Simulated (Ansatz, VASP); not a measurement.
## Two plane-wave programs on B2P3

```
B P
1.0
     4.87713    0.00000    0.00000
    -2.43856    4.22372    0.00000
     0.00000    0.00000    4.04003
B P
2 3
Cartesian
  0.0000 2.8158 0.0000
  2.4386 1.4079 0.0000
  2.4386 0.0000 2.0200
  -1.2193 2.1119 2.0200
  1.2193 2.1119 2.0200
```

Alike in both runs: task single point; functional PBE; k mesh 6 × 6 × 4; occupations gaussian, width 0.1 eV; no spin polarisation.

|  | VASP | Ansatz |
| --- | --- | --- |
| version | VASP 6.6.1 | Ansatz 0.2.0 |
| potentials or method | VASP PAW PBE potentials, release 64 (B, P) | scalar-relativistic, plane waves, PAW |
| plane-wave cutoff (eV) | 520 | 420 |
| valence electrons in the cell | 21 | 21 |

Ansatz gave:

| Quantity | Value |
| --- | --- |
| gap on the k mesh at the Fermi level (eV) | none |
| pressure (GPa) | -8.4 |
| largest component of the traceless stress (GPa) | 8.74 |

Q: Which values does VASP return?

A: gap on the k mesh at the Fermi level (eV): none; pressure (GPa): -8.5; largest component of the traceless stress (GPa): 8.70.

A gap of «none» marks a metal or a gap that the smearing closes.

Caveats: the k mesh is coarse (spacing up to 0.39 Å⁻¹), so the values aren't converged.
